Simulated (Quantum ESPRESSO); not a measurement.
**The electronic dielectric constant of KBr, sorted by core time**

It takes space group Fm-3m (No. 225, cubic). The conventional cell has a = 6.600 Å, b = 6.600 Å, c = 6.600 Å, α = 90.00°, β = 90.00°, γ = 90.00°. Br (site symmetry m-3m) has 6 K at 3.30 Å as nearest neighbours. K (site symmetry m-3m) has 6 Br at 3.30 Å as nearest neighbours.

| rung | level | program and potentials | cutoff (eV) | k mesh | task | spin | core time | chip | electronic dielectric constant | notes |
| --- | --- | --- | --- | --- | --- | --- | --- | --- | --- | --- |
| GGA | revPBE | Quantum ESPRESSO, PseudoDojo 0.4.1 SR PBE standard | 1007 | 2 × 2 × 2, shifted | phonons | off | 2.4 min | Arm Neoverse V1 | 2.34 | coarse mesh; potentials made for PBE; cell relaxed first (40.63 Å³/atom) |
| LDA | LDA | Quantum ESPRESSO, GBRV 1.5 LDA | 612 | 4 × 4 × 4, shifted | phonons | off | 5.2 min | Arm Neoverse V2 | 2.76 | cell relaxed first (32.24 Å³/atom) |
| GGA | PBE | Quantum ESPRESSO, GBRV 1.5 PBE | 612 | 4 × 4 × 4, shifted | phonons | off | 5.6 min | Arm Neoverse V2 | 2.51 | cell relaxed first (37.13 Å³/atom) |
| LDA | LDA | Quantum ESPRESSO, PseudoDojo 0.4.1 SR LDA standard | 980 | 4 × 4 × 4, shifted | phonon dispersion | off | 8.7 min | Intel Xeon Platinum 8488C Sapphire Rapids | 2.76 | cell relaxed first (32.31 Å³/atom) |
| GGA | PBE | Quantum ESPRESSO, PseudoDojo 0.4 FR PBE standard | 1007 | 6 × 6 × 6, shifted | dielectric tensor | SOC, no magnetisation | 23 min | Arm Neoverse V1 | 2.56 | - |

Times are single runs on shared hosts and different chips, so they are rough; meshes, cutoffs and the tasks' sizes weigh on the time. The cell comes from a database and isn't always the measured one. Meshes differ between rows, which moves values too. All levels ran on this one cell, unrelaxed unless noted. Meshes are those of the run's cell of 2 atoms unless a note names another. Misses use the values as printed. Runs on faulty files, with rough fits or with known faults for this quantity aren't shown.

Measured: 2.36 (a printed reference work).

Q: Which of the timed runs without a coarse mesh or an atomic basis is the cheapest that comes within 8 % of the measured electronic dielectric constant?

A: PBE (Quantum ESPRESSO, GBRV 1.5 PBE): 2.51  in 5.6 min. One crystal doesn't make the level reliable, since errors can cancel. The runs are for a static lattice, while measurements hold temperature and zero-point motion.
